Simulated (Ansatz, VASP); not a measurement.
One calculation of KBr, two programs

POSCAR

```
KBr
1.0
    0.0000000000      3.3022478291      3.3022478291
    3.3022478291      0.0000000000      3.3022478291
    3.3022478291      3.3022478291      0.0000000000
K Br
1 1
Direct
    0.0000000000      0.0000000000      0.0000000000
    0.5000000000      0.5000000000      0.5000000000
```

The input INCAR.step1:

```
PREC = Accurate
ENCUT = 520
ISMEAR = 0
SIGMA = 0.01
LREAL = False
LASPH = True
NELM = 80
NBANDS = 15
GGA = PE
ALGO = Normal
EDIFF = 1E-4
LWAVE = True
LCHARG = False
```

File INCAR.step2:

```
PREC = Accurate
ENCUT = 520
EDIFF = 1E-6
ISMEAR = 0
SIGMA = 0.01
LREAL = False
LASPH = True
NELM = 80
ALGO = Normal
ISIF = 2
LWAVE = False
LCHARG = True
METAGGA = R2SCAN
LMIXTAU = True
LELF = True
LVHAR = True
NBANDS = 15
ISTART = 1
```

File KPOINTS:

```
regular mesh
0
Gamma
  6 6 6
```

Input for Ansatz:

```yaml
crystal:
  lattice:
    - [0.0, 3.3022478291, 3.3022478291]
    - [3.3022478291, 0.0, 3.3022478291]
    - [3.3022478291, 3.3022478291, 0.0]
  atoms:
    - { symbol: K, position: [0.0, 0.0, 0.0] }
    - { symbol: Br, position: [0.5, 0.5, 0.5] }
kpoints:
  mp_grid: { grid: [6, 6, 6] }
  band_path:
    path:
      - [0.0, 0.0, 0.0]
      - [0.5, 0.0, 0.5]
      - [0.625, 0.25, 0.625]
      - [0.375, 0.375, 0.75]
      - [0.5, 0.5, 0.5]
      - [0.5, 0.25, 0.75]
    npoints: 1
hamiltonian:
  xc: r2scan
scf:
  occupations: { method: fixed }
  n_extra_bands: 4
output:
  forces: true
  stress: true
  eigenvalues: true
```

Alike in both runs: task single point; functional r2SCAN; k mesh 6 × 6 × 6; no spin polarisation.

|  | VASP | Ansatz |
| --- | --- | --- |
| version | VASP 6.6.1 | Ansatz 0.2.0 |
| potentials or method | VASP PAW PBE potentials, release 64 (K_sv, Br) | plane waves, PAW |
| plane-wave cutoff (eV) | 520 | 500 |
| occupations | gaussian, width 0.01 eV | fixed |
| valence electrons in the cell | 16 | 16 |

|  | VASP | Ansatz | Ansatz less VASP |
| --- | --- | --- | --- |
| gap on the k mesh at the Fermi level (eV) | 5.07 | 5.07 | -0.002 |
| pressure (GPa) | 0.0 | 0.0 | 0.00 |

Caveats: the PAW data sets were made with another functional, which shifts forces and pressure a little (VASP). r2SCAN opens gaps a little over a GGA but as a rule still falls short of measured ones.
